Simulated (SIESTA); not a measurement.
Runs of SIESTA 5.4.2 on Pt. It takes space group Fm-3m (No. 225, cubic). The conventional cell has a = 3.922 Å, b = 3.922 Å, c = 3.922 Å, α = 90.00°, β = 90.00°, γ = 90.00°. Around Pt (site symmetry m-3m) lie 12 Pt at 2.77 Å. 

| task | level | potentials or basis | U | cell | k mesh | force tolerance | optimiser | stress tolerance (GPa) | hubbard projector method | broadening (eV) | energy shift | gap on the mesh (eV) | pressure (GPa) | relaxed volume (Å³/atom) |
| --- | --- | --- | --- | --- | --- | --- | --- | --- | --- | --- | --- | --- | --- | --- |
| single point | LDA-PZ | PseudoDojo 0.4 standard (LDA files), TZP (energy shift 0.01 Ry) | - | as given | 12 × 12 × 12 | - | - | - | - | - | 0.01 Ry | none | (a) | - |
| relaxation of cell and atoms | PBE | PseudoDojo 0.4 standard (PBE files), TZP (energy shift 0.002 Ry) | - | relaxed | 12 × 12 × 12 | 0.02 eV/Å | - | - | - | - | 0.002 Ry | none | -0.1 | 15.89 |
| relaxation of cell and atoms | RGE2 | SG15 1.2 NC or PseudoDojo by element (PBE files), TZP (energy shift 0.002 Ry) | - | relaxed | 9 × 9 × 9 | 0.01 eV/Å | Broyden | 0.05 | - | - | 0.002 Ry | none | 0.0 | 15.19 |
| single point | PBE | PseudoDojo 0.4 standard (PBE files), DZP (energy shift 0.002 Ry) | - | as given | 12 × 12 × 12 | - | - | - | - | - | 0.002 Ry | none | 13.1 | - |
| optical spectrum | OLYP+U | SPMS 1.0 NC or PseudoDojo by element (PBE files), DZP (energy shift 0.01 Ry) | Pt d U = 3 eV | as given | 12 × 12 × 12 | - | - | - | 2 | 0.3 eV | 0.01 Ry | none | -2.3 | - |
| electrostatic potential | vdW-DF-C09 | PseudoDojo 0.5 standard (PBE files), DZP (energy shift 0.002 Ry) | - | as given | 12 × 12 × 12 | - | - | - | - | - | 0.002 Ry | none | 4.2 | - |
| relaxation of cell and atoms | PBE | PseudoDojo 0.4 standard (PBE files), TZDP (energy shift 0.002 Ry) | - | relaxed | 12 × 12 × 12 | 0.02 eV/Å | Broyden | - | - | - | 0.002 Ry | none | 0.1 | (b) |

Alike in all rows: no spin polarisation; smearing fermi-dirac 0.05 eV; grid cutoff 800 Ry.

**Question.** Estimate the missing entries.

**Answer.** (a) -9.4; (b) 15.88.

Caveats: semicore shells carry a single zeta, which can move pressures by several GPa and volumes by a few percent; the basis of atomic orbitals isn't converged, which shifts pressures, moduli and gaps; the potentials were made for another functional, which shifts forces and pressure (some runs); the basis holds too few empty states to meet the f-sum rule, so the spectrum is short of weight at high energy (some runs); the Hubbard term doesn't enter the transition strengths (some runs); the valence orbitals were made in a potential fitted to the semicore shell under them, which widens gaps by tenths of an eV or more (some runs); U without spin polarisation on a metal has little footing (some runs).

A k mesh can miss the band edges, and the runs leave out spin-orbit coupling on Pt.

A gap of «none» marks a metal or a gap under the smearing width.

Not every run made on this cell is shown here.
